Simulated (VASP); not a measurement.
# Ba (Fd-3m) in VASP: notebook, part 2 of 2

VASP 6.6.1.

### Step 5. Single point, BLYP

This run uses another cell than the first one, of 167.72 Å³/atom, 1.040 times its volume.

Contents of INCAR:

```
SYSTEM = Ba
PREC = Accurate ; ENCUT = 520
EDIFF = 1E-6 ; ISMEAR = -1
SIGMA = 0.1 ; LREAL = .FALSE.
LASPH = .TRUE. ; NELM = 80
ALGO = Normal ; ISIF = 2
LWAVE = .FALSE. ; LCHARG = .FALSE.
GGA = B5 ; ALDAX = 1.0
AGGAX = 1.0 ; AGGAC = 1.0
ALDAC = 0.0 ; NBANDS = 17
```

Contents of KPOINTS:

```
Automatic mesh
0
G
  6 6 6
  0 0 0
```

Contents of POSCAR:

```
Ba
1.0
    0.0000000000      5.5147843282      5.5147843282
    5.5147843282      0.0000000000      5.5147843282
    5.5147843282      5.5147843282      0.0000000000
Ba
2
Direct
    0.1250000000      0.1250000000      0.1250000000
    0.8750000000      0.8750000000      0.8750000000
```

Potentials or basis: VASP PAW PBE potentials, release 64 (Ba_sv).

Run with:

```
cat potpaw_PBE.64/Ba_sv/POTCAR > POTCAR
mpirun -np 1 vasp_std > vasp.out
```

OUTCAR:

```text
SYSTEM = Ba
   PREC = Accurate
   ENCUT = 520
   EDIFF = 1E-6
   ISMEAR = -1
   LREAL = .FALSE.
   LASPH = .TRUE.
   NELM = 80
   ISIF = 2
   GGA = B5

 ion  position               nearest neighbor table
   1  0.125  0.125  0.125-
   2  0.875  0.875  0.875-

  LATTYP: Found a face centered cubic cell.
 ALAT       =    11.0295686564

  Lattice vectors:

 A1 = (   0.0000000000,   5.5147843282,   5.5147843282)
 A2 = (   5.5147843282,   0.0000000000,   5.5147843282)
 A3 = (   5.5147843282,   5.5147843282,   0.0000000000)

Analysis of symmetry for initial positions (statically):
=====================================================================
 Subroutine PRICEL returns:
 Original cell was already a primitive cell.

 Routine SETGRP: Setting up the symmetry group for a
 face centered cubic supercell.

 Subroutine GETGRP returns: Found 48 space group operations
 (whereof 12 operations were pure point group operations)
 out of a pool of 48 trial point group operations.

The static configuration has the point symmetry D_3d.
 The point group associated with its full space group is O_h .

Analysis of symmetry for dynamics (positions and initial velocities):
=====================================================================
 Subroutine PRICEL returns:
 Original cell was already a primitive cell.

 Routine SETGRP: Setting up the symmetry group for a
 face centered cubic supercell.

 Subroutine GETGRP returns: Found 48 space group operations
 (whereof 12 operations were pure point group operations)
 out of a pool of 48 trial point group operations.

The dynamic configuration has the point symmetry D_3d.
 The point group associated with its full space group is O_h .

 Subroutine INISYM returns: Found 48 space group operations
 (whereof 12 operations are pure point group operations),
 and found     1 'primitive' translations

[... 101 lines left out ...]
   EFERMI_NEDOS =   21; number of points for ismear=-14 and -15
   IALGO  =     38    algorithm
   IMIX   =      4    mixing-type and parameters
     AMIX     =   0.40;   BMIX     =  1.00
     AMIX_MAG =   1.60;   BMIX_MAG =  1.00
  volume/ion in A,a.u.               =     167.72      1131.83
  Fermi-wavevector in a.u.,A,eV,Ry     =   0.639558  1.208589  5.565244  0.409034
  Thomas-Fermi vector in A             =   1.705272
   LORBIT       =      0    0 simple, 1 ext, 2 COOP (PROOUT), +10 PAW based schemes
   GGA     = B5    functional components
   LHFCALC =     F    Hartree Fock is set to
   AEXX    =    0.0000 exact exchange contribution
   IVDW    =     0    specifies the selected vdW correction
   LEPSILON=     F    determine dielectric tensor
   LRPA    =     F    only Hartree local field effects (RPA)
 non-spin polarized calculation
  energy-cutoff  :      520.00
  volume of cell :      335.44
 maximum number of plane-waves:      9185
 NGX is ok and might be reduce to    60
   NGX = 29   NGY = 29   NGZ = 29

 number of electron      20.0000000 magnetization

 Free energy of the ion-electron system (eV)
  ---------------------------------------------------
  ext. energy  EPLUGINS =         0.00000000
  ---------------------------------------------------
  free energy    TOTEN  =        -1.03995672 eV

  energy without entropy =       -0.84038893  energy(sigma->0) =       -0.94017282

 E-fermi :  -0.1994     XC(G=0):  -4.0252

 val. band max:       -0.2265312973   @ k =   0.3333   0.0000   0.0000
 cond. band min:      -0.1350398472   @ k =  -0.1667   0.1667   0.0000
 fundamental gap:      0.0914914501
 Fermi energy:        -0.1994163723

 k-point     1 :       0.0000    0.0000    0.0000
  band No.  band energies     occupation
      1     -30.2798      2.00000
      2     -30.2694      2.00000
      3     -15.4780      2.00000
      4     -15.4780      2.00000
      5     -15.4780      2.00000
      6     -15.4136      2.00000
[... 297 lines left out ...]
      4     -15.4893      2.00000
      5     -15.4461      2.00000
      6     -15.4461      2.00000
[... 9 lines left out ...]
     16       0.6496      0.00041
     17       1.3213      0.00000

------------------------ aborting loop because EDIFF is reached ----------------------------------------

  FORCE on cell =-STRESS in cart. coord.  units (eV):
  Direction    XX          YY          ZZ          XY          YZ          ZX
  --------------------------------------------------------------------------------------
  -------------------------------------------------------------------------------------
  Total       -0.1044740     -0.1044740     -0.1044740     -0.0000000     -0.0000000      0.0000000
  in kB       -0.4990032     -0.4990032     -0.4990032     -0.0000000     -0.0000000      0.0000000
  external PRESSURE =      -0.4990032 kB  Pullay stress =       0.0000000 kB

 VOLUME and BASIS-vectors are now :
 -----------------------------------------------------------------------------
  energy-cutoff  :      520.00
  volume of cell :      335.44
      direct lattice vectors                 reciprocal lattice vectors
     0.000000000  5.514784328  5.514784328    -0.090665377  0.090665377  0.090665377
     5.514784328  0.000000000  5.514784328     0.090665377 -0.090665377  0.090665377
     5.514784328  5.514784328  0.000000000     0.090665377  0.090665377 -0.090665377

 POSITION                                       TOTAL-FORCE (eV/Angst)
 -----------------------------------------------------------------------------------
      1.37870      1.37870      1.37870        -0.000000     -0.000000     -0.000000
      9.65087      9.65087      9.65087         0.000000      0.000000      0.000000
 -----------------------------------------------------------------------------------
    total drift:                               -0.000000      0.000000     -0.000000

  FREE ENERGIE OF THE ION-ELECTRON SYSTEM (eV)
  ---------------------------------------------------
  free  energy   TOTEN  =        -1.0399567201 eV

  energy  without entropy=       -0.8403889262  energy(sigma->0) =       -0.94017282
```

OSZICAR:

```text
N       E                     dE             d eps       ncg     rms          rms(c)
DAV:   1     0.177568908506E+03    0.17757E+03   -0.67521E+03   552   0.825E+02
DAV:   2     0.206554895335E+02   -0.15691E+03   -0.15369E+03   862   0.174E+02
DAV:   3    -0.182655880132E+00   -0.20838E+02   -0.20696E+02   694   0.715E+01
DAV:   4    -0.103807244501E+01   -0.85542E+00   -0.85248E+00   902   0.112E+01
DAV:   5    -0.105047248389E+01   -0.12400E-01   -0.12363E-01   719   0.140E+00    0.160E+00
DAV:   6    -0.104292221950E+01    0.75503E-02   -0.28319E-02   815   0.832E-01    0.100E+00
DAV:   7    -0.103702801277E+01    0.58942E-02   -0.94091E-02   738   0.154E+00    0.122E-01
DAV:   8    -0.103871372184E+01   -0.16857E-02   -0.31196E-03   776   0.268E-01    0.606E-02
DAV:   9    -0.103963562708E+01   -0.92191E-03   -0.86319E-04   611   0.129E-01    0.255E-02
DAV:  10    -0.103991046676E+01   -0.27484E-03   -0.37083E-04   716   0.870E-02    0.106E-02
DAV:  11    -0.103994357589E+01   -0.33109E-04   -0.51158E-05   647   0.276E-02    0.724E-03
DAV:  12    -0.103995644040E+01   -0.12865E-04   -0.20185E-05   643   0.206E-02    0.967E-04
DAV:  13    -0.103995672007E+01   -0.27967E-06   -0.11217E-06   655   0.227E-03
   1 F= -.10399567E+01 E0= -.94017282E+00  d E =-.199568E+00
```

stdout:

```text
POSCAR found type information on POSCAR Ba
 POSCAR found :  1 types and       2 ions
 scaLAPACK will be used
 -----------------------------------------------------------------------------
|                                                                             |
|                                                                             |
|     You enforced a specific xc type in the INCAR file but a different       |
|     I HOPE YOU KNOW WHAT YOU ARE DOING!                                     |
|                                                                             |
 -----------------------------------------------------------------------------

 LDA part: xc-table for (Slater(with rela. corr.)+VWN5), standard interpolation
 POSCAR, INCAR and KPOINTS ok, starting setup
 FFT: planning ... GRIDC
 FFT: planning ... GRID_SOFT
 FFT: planning ... GRID
 WAVECAR not read
 entering main loop
```

Wall time 79 s (1 thread of Intel Xeon 6975P-C (Granite Rapids), shared host); peak memory 0.48 GiB.

What came out:

| Property | Result |
| --- | --- |
| Free energy | -1.0400 eV |
| Pressure | 0.0 GPa |
| Band gap on the k mesh | none (metal or under the smearing width) |

Caveat: the PAW data sets were made with another functional, which shifts forces and pressure a little.

### Step 6. The runs side by side

```csv
cell,k mesh,gap on the mesh (eV),pressure (GPa)
"Fd-3m, 161.27 Å³/atom",8 × 8 × 8,none,0.0
"Fd-3m, 154.82 Å³/atom",6 × 6 × 6,none,0.1
"Fd-3m, 148.37 Å³/atom",6 × 6 × 6,none,0.1
"Fd-3m, 167.72 Å³/atom",6 × 6 × 6,none,0.0
```

Alike in all rows: task single point; level BLYP; potentials or basis VASP PAW PBE potentials, release 64 (Ba_sv); no spin polarisation; cutoff (eV) 520; smearing fermi-dirac 0.1 eV.

Every run on the cell as given and a fine mesh finds a metal.

Caveats: the PAW data sets were made with another functional, which shifts forces and pressure a little.

Absolute energies hang on the potentials; compare differences alone.
